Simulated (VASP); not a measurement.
Output of a VASP run:

### OUTCAR
```
 ion  position               nearest neighbor table
   1  0.000  0.000  0.000-   3 2.72   3 2.72   3 2.72   2 2.72   3 2.72   2 2.72   2 2.72   2 2.72
  LATTYP: Found a face centered cubic cell.
 ALAT       =     6.2884367642
 Subroutine PRICEL returns:
 Original cell was already a primitive cell.
 Subroutine GETGRP returns: Found 48 space group operations
The static configuration has the point symmetry O_h .
The dynamic configuration has the point symmetry O_h .
 Subroutine INISYM returns: Found 48 space group operations
 Subroutine IBZKPT returns following result:
 Found      8 irreducible k-points:

 Following reciprocal coordinates:
            Coordinates               Weight
  0.000000  0.000000  0.000000      1.000000
  0.250000  0.000000  0.000000      8.000000
  0.500000  0.000000  0.000000      4.000000
  0.250000  0.250000  0.000000      6.000000
  0.500000  0.250000  0.000000     24.000000
 -0.250000  0.250000  0.000000     12.000000
  0.500000  0.500000  0.000000      3.000000
 -0.250000  0.500000  0.250000      6.000000
 Subroutine IBZKPT_HF returns following result:
   k-points           NKPTS =      8   k-points in BZ     NKDIM =     64   number of bands    NBANDS=     16
   number of dos      NEDOS =    301   number of ions     NIONS =      3
   total plane-waves  NPLWV =  46656
   dimension x,y,z NGX =    36 NGY =   36 NGZ =   36
   dimension x,y,z NGXF=    72 NGYF=   72 NGZF=   72
   ions per type =               1   2
   PREC   = accura    normal or accurate (medium, high low for compatibility)
   ISTART =      1    job   : 0-new  1-cont  2-samecut
   ICHARG =      0    charge: 1-file 2-atom 10-const
   ISPIN  =      1    spin polarized calculation?
   LNONCOLLINEAR =      F non collinear calculations
   LSORBIT =      F    spin-orbit coupling
   INIWAV =      1    electr: 0-lowe 1-rand  2-diag
   ENCUT  =  520.0 eV  38.22 Ry    6.18 a.u.   8.27  8.27  8.27*2*pi/ulx,y,z
   NELM   =     60;   NELMIN=  2; NELMDL=  0     # of ELM steps
   EDIFF  = 0.1E-05   stopping-criterion for ELM
   LREAL  =      F    real-space projection
   NLSPLINE    = F    spline interpolate recip. space projectors
   LMAXMIX     =    4 max onsite mixed and CHGCAR
   VOSKOWN=      0    Vosko Wilk Nusair interpolation
   EDIFFG = 0.1E-04   stopping-criterion for IOM
   NSW    =      0    number of steps for IOM
   NBLOCK =      1;   KBLOCK =      1    inner block; outer block
   IBRION =     -1    ionic relax: 0-MD 1-quasi-New 2-CG
   NFREE  =      0    steps in history (QN), initial steepest desc. (CG)
   ISIF   =      2    stress and relaxation
   ISYM   =      3    0-nonsym 1-usesym 2-fastsym
   TEIN   =    0.0    initial temperature
   TEBEG  =    0.0;   TEEND  =   0.0 temperature during run
   SMASS  =  -3.00    Nose mass-parameter (am)
   PSTRESS=    0.0 pullay stress
   NELECT =      24.0000    total number of electrons
   EFERMI =   0.00;   METHOD = LEGACY
   ISMEAR =     0;   SIGMA  =   0.05  broadening in eV -4-tet -1-fermi 0-gaus
   IALGO  =     38    algorithm
   LDIAG  =      T    sub-space diagonalisation (order eigenvalues)
   IMIX   =      1    mixing-type and parameters
     AMIX     =   0.40;   BMIX     =  1.00
     AMIX_MAG =   1.60;   BMIX_MAG =  1.00
     AMIN     =   0.10
   GGA     = PE    functional components
   VOSKOWN =     0    Vosko Wilk Nusair interpolation
   LHFCALC =     T    Hartree Fock is set to
   NKREDX  =     1    reduce k-point grid by
   AEXX    =    0.2500 exact exchange contribution
   HFSCREEN=    0.0000 screening length (either q_TF or 0.3 A-1)
   HFRCUT  =   -1.0000 spherical cutoff for potential kernel
   AGGAX   =    0.7500 GGA exchange part
   ALDAC   =    1.0000 LDA correlation
   AGGAC   =    1.0000 GGA correlation
  energy-cutoff  :      520.00
  volume of cell :       62.17
      direct lattice vectors                 reciprocal lattice vectors
     0.000000000  3.144218382  3.144218382    -0.159022033  0.159022033  0.159022033
     3.144218382  0.000000000  3.144218382     0.159022033 -0.159022033  0.159022033
     3.144218382  3.144218382  0.000000000     0.159022033  0.159022033 -0.159022033
...
```

OSZICAR:
```
       N       E                     dE             d eps       ncg     rms          rms(c)
DAV:   1    -0.211033919978E+02   -0.21103E+02   -0.64795E-01   272   0.700E+00    0.595E-01
DAV:   2    -0.211014741405E+02    0.19179E-02   -0.50921E-02   296   0.214E+00    0.329E-01
DAV:   3    -0.210989460106E+02    0.25281E-02   -0.13304E-02   272   0.886E-01    0.250E-01
DAV:   4    -0.210986831348E+02    0.26288E-03   -0.10755E-03   296   0.241E-01    0.162E-01
DAV:   5    -0.210984465065E+02    0.23663E-03   -0.31715E-04   304   0.175E-01    0.770E-02
DAV:   6    -0.210983924989E+02    0.54008E-04   -0.66814E-05   304   0.872E-02    0.390E-02
DAV:   7    -0.210983738800E+02    0.18619E-04   -0.11052E-05   304   0.357E-02    0.233E-02
DAV:   8    -0.210983687698E+02    0.51101E-05   -0.63274E-06   304   0.215E-02    0.147E-02
DAV:   9    -0.210983678243E+02    0.94553E-06   -0.15247E-06   192   0.131E-02
   1 F= -.21098368E+02 E0= -.21098368E+02  d E =-.212731E-13
       N       E                     dE             ncg
       N       E                     dE             ncg
```

File OUTCAR:
```
------------------------ aborting loop because EDIFF is reached ----------------------------------------
  FORCE on cell =-STRESS in cart. coord.  units (eV):
  Direction    XX          YY          ZZ          XY          YZ          ZX
  --------------------------------------------------------------------------------------
  Total       -0.5164335     -0.5164335     -0.5164335     -0.0000000      0.0000000      0.0000000
  in kB      -13.3093525    -13.3093525    -13.3093525     -0.0000000      0.0000000      0.0000000
  external PRESSURE =     -13.3093525 kB  Pullay stress =       0.0000000 kB
  volume of cell :       62.17
      direct lattice vectors                 reciprocal lattice vectors
     0.000000000  3.144218382  3.144218382    -0.159022033  0.159022033  0.159022033
     3.144218382  0.000000000  3.144218382     0.159022033 -0.159022033  0.159022033
     3.144218382  3.144218382  0.000000000     0.159022033  0.159022033 -0.159022033
 POSITION                                       TOTAL-FORCE (eV/Angst)
 -----------------------------------------------------------------------------------
      0.00000      0.00000      0.00000         0.000000      0.000000     -0.000000
      1.57211      1.57211      1.57211        -0.000000     -0.000000     -0.000000
      4.71633      4.71633      4.71633         0.000000      0.000000      0.000000
 -----------------------------------------------------------------------------------
    total drift:                               -0.000000     -0.000000     -0.000000
  FREE ENERGIE OF THE ION-ELECTRON SYSTEM (eV)
  ---------------------------------------------------
  free  energy   TOTEN  =       -21.0983678243 eV

  energy  without entropy=      -21.0983678243  energy(sigma->0) =      -21.09836782

  exchange ACFDT corr.  =         0.00000000  see jH, gK, PRB 81, 115126
```
(Selected blocks of OUTCAR.)

**POSCAR**
```
BaF2
1
    0.0000000000     3.1442183821     3.1442183821
    3.1442183821     0.0000000000     3.1442183821
    3.1442183821     3.1442183821     0.0000000000
Ba F
1 2
Direct
  0.0000000000   0.0000000000   0.0000000000
  0.2500000000   0.2500000000   0.2500000000
  0.7500000000   0.7500000000   0.7500000000
```

Problem. Write an INCAR and KPOINTS that could have produced this output.

Solution. One answer among several that fit: the input of the run itself, PBE0 hybrid, plane waves, VASP's PBE PAW potentials (set 64).

KPOINTS_OPT:
```
named points and PBE's band edges
10
Reciprocal
  0.000000   0.000000   0.000000 1 ! GAMMA
  0.500000   0.000000   0.500000 1 ! X
  0.500000   0.500000   0.500000 1 ! L
  0.500000   0.250000   0.750000 1 ! W
  0.375000   0.375000   0.750000 1 ! K
  0.625000   0.250000   0.625000 1 ! U
  0.214290   0.214290   0.428570 1 ! near an edge
  0.241070   0.241070   0.482140 1 ! near an edge
  0.187500   0.187500   0.375000 1 ! near an edge
  0.035710   0.000000   0.035710 1 ! near an edge
```

INCAR:
```
LREAL=.FALSE.   # projection in real space or not
LASPH=.TRUE.
SIGMA=0.05   # width (eV)
ISYM=3
GGA=PE
ENCUT=520   # plane-wave cut-off (eV)
HFRCUT=-1
EDIFF=1E-6   # SCF stop (eV)
LCHARG=.FALSE.
SYSTEM=BaF2
ALGO=Normal
PREC=Accurate
AEXX=0.25
LWAVE=.FALSE.
LHFCALC=.TRUE.
LMAXMIX=4   # l cut-off of mixed one-centre charges
PRECFOCK=Fast
NELM=60
ISMEAR=0   # Gaussian
ISIF=2   # forces and stress, cell fixed
```

**KPOINTS**
```
Automatic
0
G
 4 4 4
```

POTCAR, in this order: Ba_sv F (PBE.64 set). Program: vasp_std. Read from the step before: WAVECAR.

The compound is BaF2 in the fluorite structure. It was relaxed first. The k-mesh is coarse (spacing up to 0.43 per Å, 2π included), so the numbers may not be converged in it.
